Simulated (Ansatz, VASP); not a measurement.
One calculation of Os, two programs

File INCAR:

```
SYSTEM = Os
PREC = Accurate
ENCUT = 600
EDIFF = 1E-6
ISMEAR = -1
SIGMA = 0.05
LREAL = .False.
LASPH = .True.
NELM = 80
ALGO = Fast
ISIF = 3
LWAVE = .False.
LCHARG = .False.
GGA = PS
IVDW = 12
IBRION = 2
NSW = 40
EDIFFG = -0.005
```

The input KPOINTS:

```
regular mesh
0
Gamma
  11 11 6
  0 0 0
```

File POSCAR:

```
Os
1.0
    2.7341000000      0.0000000000      0.0000000000
   -1.3670500000      2.3678000565      0.0000000000
    0.0000000000      0.0000000000      4.3197000000
Os
2
Direct
    0.6666666667      0.3333333333      0.7500000000
    0.3333333333      0.6666666667      0.2500000000
```

File input.yaml:

```yaml
crystal:
  lattice:
    - [2.7341, 0.0, 0.0]
    - [-1.36705, 2.3678000565, 0.0]
    - [0.0, 0.0, 4.3197]
  atoms:
    - { symbol: Os, position: [0.6666666667, 0.3333333333, 0.75] }
    - { symbol: Os, position: [0.3333333333, 0.6666666667, 0.25] }
hamiltonian:
  xc: pbesol
  pseudopotentials: { kind: paw }
  dispersion: d3bj
kpoints:
  mp_grid: { grid: [11, 11, 6] }
scf:
  occupations: { method: fermi_dirac, width: 0.05 }
output:
  forces: true
  stress: true
  write_density: true
  write_potential: true
  elf: true
  volumetric_format: npy
relax:
  f_tol: 0.01
  max_steps: 40
  cell: { stress_tol: 0.05 }
```

Alike in both runs: task relaxation of cell and atoms; functional PBEsol; dispersion D3(BJ); k mesh 11 × 11 × 6; occupations fermi-dirac, width 0.05 eV; no spin polarisation.

```csv
,VASP,Ansatz
version,VASP 6.6.1,Ansatz 0.2.0
potentials or method,"VASP PAW PBE potentials, release 64 (Os)",Ansatz PAW
plane-wave cutoff (eV),600,420
valence electrons in the cell,16,32
```

|  | VASP | Ansatz | Ansatz less VASP |
| --- | --- | --- | --- |
| gap on the k mesh at the Fermi level, each at its own relaxed structure (eV) | none | none | - |
| relaxed volume (Å³/atom) | 13.67 | 13.65 | -0.027 |
| relaxed cell length with the largest relative difference (Å) | 2.713 | 2.711 | -0.0020 |
| energy change over the relaxation (meV/atom) | -10 | -11 | -1.4 |

A gap of «none» marks a metal or a gap that the smearing closes. The two sets of potentials don't hold the same shells in valence.

Caveats: pairwise dispersion overbinds metals, which lowers pressure and volume; the PAW data sets were made with another functional, which shifts forces and pressure a little (VASP); the plane-wave basis is chosen anew once the cell has moved, so the energies of steps on either side of that aren't comparable (Ansatz); the PAW data sets come from PBE, with cores solved anew for the run's functional, which leaves a small shift of forces and pressure (Ansatz). The runs have no spin-orbit coupling, so splittings on Os are missing.
